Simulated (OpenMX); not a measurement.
# PbSe: single point with PBE

The system is PbSe.

```
Pb Se
1.0
     3.78432    0.00000    0.00000
     0.00000    3.78432    0.00000
     0.00000    0.00000    3.78432
Pb Se
1 1
Direct
  0.00000 0.00000 0.00000
  0.50000 0.50000 0.50000
```

Measurements of this composition are mostly on another form, of space group No. 225.

| Property | Result |
| --- | --- |
| Program | OpenMX 3.8.5 |
| Task | single point |
| Functional | PBE |
| Potentials or basis | OpenMX 2013 PBE set, Pb8.0-s3p2d2f1, Se7.0-s3p2d2, grid cutoff 500 Ry |
| k mesh | 5 × 5 × 5 |
| Occupations | fermi-dirac, width 0.05 eV |
| Spin | no spin polarisation |
| Mixing scheme | rmm-diisk |
| SCF threshold | 1e-08 Ha |
| Solver | band |
| Max SCF cycles | 100 |

- Pressure: 0.4 GPa
- Mulliken charges: Pb +0.35; Se -0.35 e

Levels at points of the mesh, in eV from the Fermi level:
| k point | band 7 | band 8 | band 9 | band 10 | band 11 | band 12 | band 13 | band 14 |
| --- | --- | --- | --- | --- | --- | --- | --- | --- |
| (0.00, 0.00, 0.00) | -7.08 | -1.54 | -1.54 | -1.54 | 5.14 | 5.14 | 5.96 | 5.96 |

Run time: 93 s on 1 thread of AMD EPYC 9R45 (Zen 5) (shared host), peak memory 1.4 GiB.

Caveat: Mulliken charges move with the basis; the basis of atomic orbitals isn't converged, which shifts pressures, moduli and gaps. The run has no spin-orbit coupling, so splittings on Pb are missing.
